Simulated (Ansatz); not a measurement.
Predict the output of the script below (Ansatz 0.2.0, Python API).

`run_gw.py`:
```python
'''One-shot GW for CaF2.'''

import ansatz as az

SETTINGS = {
    'ecut': 510,
    'xc': 'PBE',
    'filling': 'fixed',
}

crystal = (
    az.Lattice.of((0.0, 2.731, 2.731), (2.731, 0.0, 2.731), (2.731, 2.731, 0.0))
    .atom('Ca', (0.0, 0.0, 0.0))
    .atom('F', (0.25, 0.25, 0.25))
    .atom('F', (0.75, 0.75, 0.75))
)

model = (
    crystal.calculation()
    .basis(SETTINGS['ecut'])
    .kpoints(4)
    .functional(SETTINGS['xc'])
    .occupations(SETTINGS['filling'])
    .gw(empty_bands=100, screening_cutoff=100, quasiparticle_bands=('v2', 'c2'))
)
events = []
done = model.session().plan().execute(on_event=events.append, runs_dir='gw_run')
gw = next(e['data'] for e in events if e['event'] == 'gw_qp')
top = gw['frontier_bands']['highest_filled_band']
for qp in gw['qp']:
    if qp['ik'] == 0:
        print('band', qp['band'], 'shift', round(qp['e_qp_ev'] - qp['eps_ks_ev'], 3), 'eV, Z =', round(qp['z'], 3))
for key, label in (('eps_ks_ev', 'Kohn-Sham'), ('e_qp_ev', 'G0W0')):
    filled = max(qp[key] for qp in gw['qp'] if qp['band'] <= top)
    empty = min(qp[key] for qp in gw['qp'] if qp['band'] > top)
    print(f'{label} gap on the mesh: {empty - filled:.3f} eV')
print('static dielectric eigenvalues (RPA, this mesh):', [round(e, 3) for e in gw['screening'][0]['eps_tensor_eigenvalues']])
```

```console
$ python run_gw.py
band 11 shift -2.15 eV, Z = 0.814
band 12 shift -2.15 eV, Z = 0.814
band 13 shift 0.941 eV, Z = 0.891
band 14 shift 3.19 eV, Z = 0.873
Kohn-Sham gap on the mesh: 7.300 eV
G0W0 gap on the mesh: 10.335 eV
static dielectric eigenvalues (RPA, this mesh): [2.203, 2.203, 2.203]
```

Energy and stress may still move on a finer k-point mesh. The structure is a deposited one; some such entries were measured under pressure or heat, so a shift against it needn't be the functional's error alone. Mesh, empty bands and screening cutoff are small, so the quasiparticle gap isn't converged, and it is read on the mesh points alone. Spin-orbit coupling is left out, which matters for heavy elements. Timing: 13 s on 1 thread of Arm Neoverse V1, on a shared host, peak memory 0.38 GiB.
